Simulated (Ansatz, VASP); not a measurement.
# AlN in VASP and in Ansatz

Contents of INCAR:

```
ALGO = Normal ; EDIFF = 1E-6
ENCUT = 520 ; GGA = PS
ISIF = 2 ; ISMEAR = -1
LASPH = True ; LCHARG = False
LREAL = False ; LWAVE = False
NBANDS = 11 ; NELM = 100
PREC = Accurate ; SIGMA = 0.05
```

File KPOINTS:

```
k-points
0
Gamma
  9 9 9
```

File POSCAR:

```
AlN
1.0
    0.0000000000      2.1839935596      2.1839935596
    2.1839935596      0.0000000000      2.1839935596
    2.1839935596      2.1839935596      0.0000000000
Al N
1 1
Direct
    0.0000000000      0.0000000000      0.0000000000
    0.2500000000      0.2500000000      0.2500000000
```

input.yaml

```yaml
crystal:
  lattice:
    - [0.0, 2.1839935596, 2.1839935596]
    - [2.1839935596, 0.0, 2.1839935596]
    - [2.1839935596, 2.1839935596, 0.0]
  atoms:
    - { symbol: Al, position: [0.0, 0.0, 0.0] }
    - { symbol: "N", position: [0.25, 0.25, 0.25] }
hamiltonian:
  xc: pbesol
  pseudopotentials: { kind: paw }
kpoints:
  mp_grid: { grid: [9, 9, 9] }
  band_path:
    path:
      - [[0.0, 0.0, 0.0], [0.5, 0.0, 0.5], [0.5, 0.25, 0.75], [0.375, 0.375, 0.75], [0.0, 0.0, 0.0], [0.5, 0.5, 0.5], [0.625, 0.25, 0.625], [0.5, 0.25, 0.75], [0.5, 0.5, 0.5], [0.375, 0.375, 0.75]]
      - [[0.625, 0.25, 0.625], [0.5, 0.0, 0.5]]
    npoints: 14
scf:
  occupations: { method: fermi_dirac, width: 0.05 }
  n_extra_bands: 6
output:
  forces: true
  stress: true
  eigenvalues: true
  fatbands: false
```

Measurements of this composition are mostly on another form, of space group No. 186.

Alike in both runs: functional PBEsol; k mesh 9 × 9 × 9; occupations fermi-dirac, width 0.05 eV; no spin polarisation.

```csv
,VASP,Ansatz
version,VASP 6.6.1,Ansatz 0.2.0
potentials or method,"VASP PAW PBE potentials, release 64 (Al, N)",Ansatz PAW
plane-wave cutoff (eV),520,420
valence electrons in the cell,8,8
task,single point,band structure
```

VASP gave:

| Property | Result |
| --- | --- |
| gap on the k mesh at the Fermi level (eV) | 3.37 |
| least direct gap on the mesh (eV) | 4.13 |
| pressure (GPa) | 1.3 |

Problem. Which values does Ansatz return?

Solution. gap on the k mesh at the Fermi level (eV): 3.38; least direct gap on the mesh (eV): 4.12; pressure (GPa): 1.3.

With one functional, cell and mesh, what is left measures potentials, basis and numerics.

Caveats: the PAW data sets were made with another functional, which shifts forces and pressure a little (VASP); an odd mesh through Γ misses points on the zone boundary, where band edges often lie (VASP); the k mesh misses the band edges, so the gap on the mesh is wider than the one along the path (Ansatz); the pressure holds a Pulay correction of +0.5 GPa for the finite cutoff (Ansatz); the PAW data sets come from PBE, with cores solved anew for the run's functional, which leaves a small shift of forces and pressure (Ansatz).
